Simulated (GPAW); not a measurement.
Crystal: MnS.

```
Mn S
1.0
     0.00000    2.60450    2.60450
     2.60450    0.00000    2.60450
     2.60450    2.60450    0.00000
Mn S
1 1
Direct
  0.00000 0.00000 0.00000
  0.50000 0.50000 0.50000
```

Base run:

```yaml
Program: GPAW 26.7.0
Functional: PBE
Potentials_or_basis: GPAW PAW data sets (gpaw-data 1.2.1)
Cutoff: 450 eV
Basis: pw
k_mesh: 7 × 7 × 7
Occupations: fermi-dirac, width 0.05 eV
Spin: collinear spin, ferromagnetic start
Starting_moments: "[5.0, 0.0] μB"
```

Its results: band gap on the k mesh none (metal or under the smearing width); pressure -3.5 GPa; net moment 4.67 μB per cell; site moments Mn +4.14; S +0.10 μB.

Question: The run is repeated on the same cell with these changes: functional from PBE to LDA; potentials or basis from GPAW PAW data sets (gpaw-data 1.2.1) to the program's PAW data sets (release 1.2.1) made for this functional. What comes out?

Answer: Band gap on the k mesh none (metal or under the smearing width); pressure -11.6 GPa; net moment 4.56 μB per cell; site moments Mn +4.02; S +0.10 μB.

Caveats: the cutoff is short for stress and forces, so pressures can be off by a GPa or more; a cell with one magnetic atom can't hold antiferromagnetic order, which such compounds often take; semilocal functionals often make such compounds metallic where correlation or magnetic order opens a gap, which also shifts bond lengths.
